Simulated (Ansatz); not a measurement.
Relaxed NaBr (rock salt):

```
CELL_PARAMETERS angstrom
      0.00000     6.03598     6.03598
      3.01799     3.01799     6.03598
      3.01799     3.01799     0.00000
ATOMIC_POSITIONS crystal
  Br 0.00000 0.00000 0.00000
  Br 0.50000 0.00000 0.00000
  Na 0.00000 0.50000 0.50000
  Na 0.50000 0.50000 0.50000
```

The atoms are displaced by Q × the pattern below (from a DFPT mode at X = (0.5, 0.5, 0.0), largest move 1; Q in Å), at fixed cell. (q is in reciprocal vectors of the primitive cell; the cell shown is doubled to hold the pattern.)

| atom | x | y | z |
|---|---|---|---|
| Br1 | 0.000 | 0.000 | -0.231 |
| Br2 | 0.000 | 0.000 | 0.231 |
| Na3 | 0.000 | 0.000 | 1.000 |
| Na4 | 0.000 | 0.000 | -1.000 |

The numbers are results of PBE (plane waves to 420 eV, PAW, scalar-relativistic; Ansatz, an electronic-structure program), not measurements. k mesh 10×10×10 (Γ-centred), Fermi-Dirac smearing 0.05 eV. E stands for the smeared free energy. NaBr was relaxed with its symmetry unable to fall. ΔE is measured from the undisplaced structure.

```csv
Q (Å),ΔE (meV/cell)
-0.180,65.8
-0.150,44.6
-0.120,27.9
-0.090,15.5
-0.060,withheld
-0.030,1.7
0.000,0.0
0.030,1.7
0.060,withheld
0.090,15.5
0.120,27.9
0.150,44.6
0.180,65.8
```

Task: Fit an even polynomial form (powers 2, 4) to the given rows and predict ΔE at Q = -0.060.

Result: Least squares on the 11 given rows: ΔE = (1869)·Q² + (5013)·Q⁴, in meV/cell with Q in Å; root-mean-square residual 0.03 meV/cell. At -0.060 the fit gives 6.8 meV/cell; the calculation gives 6.8 meV/cell, the same to the digits shown. The quadratic term alone would give 6.7 meV/cell.

(A displaced cell: forces are minus the slopes of the energy, force constants its curvatures, and phonons follow from these.)
